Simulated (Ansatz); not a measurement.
## Which way does SnS + MgSe ⇌ SnSe + MgS run?

Plane-wave DFT in Ansatz with scalar-relativistic PAW potentials, cutoff 420 eV, Γ-centred meshes chosen by cell and gap, Gaussian smearing with energies taken to zero width. Every cell was relaxed (cell and atoms) in a run of its own, within the symmetry of its start. Functional: PBEsol.

Total energies hold large constants for each element; a whole number of eV per atom of each element is taken off below, which cancels in a balanced reaction.

| compound | lowest structure computed | structures tried | V (Å³/atom) | gap on mesh (eV) | E (eV per formula unit, common shift removed) |
| --- | --- | --- | --- | --- | --- |
| SnS | Pnma | 6 | 23.39 | 0.74 | -0.6460 |
| MgSe | Fm-3m | 4 | 20.24 | 1.77 | -2.7838 |
| SnSe | Pnma | 4 | 25.87 | 0.49 | -0.8639 |
| MgS | Fm-3m | 4 | 17.39 | 2.73 | -2.9177 |

Question: Work out the reaction energy at 0 K.

Answer: ΔE = E(SnSe) + E(MgS) − E(SnS) − E(MgSe) = -0.352 eV, or -34 kJ per mole of reaction (-88 meV/atom). The right side is lower: Sn takes Se and Mg takes S. All four are computed as solids; where they are solids at ordinary conditions entropy changes little. A lower structure that wasn't tried would shift the value, and mixed crystals may lie lower than either side.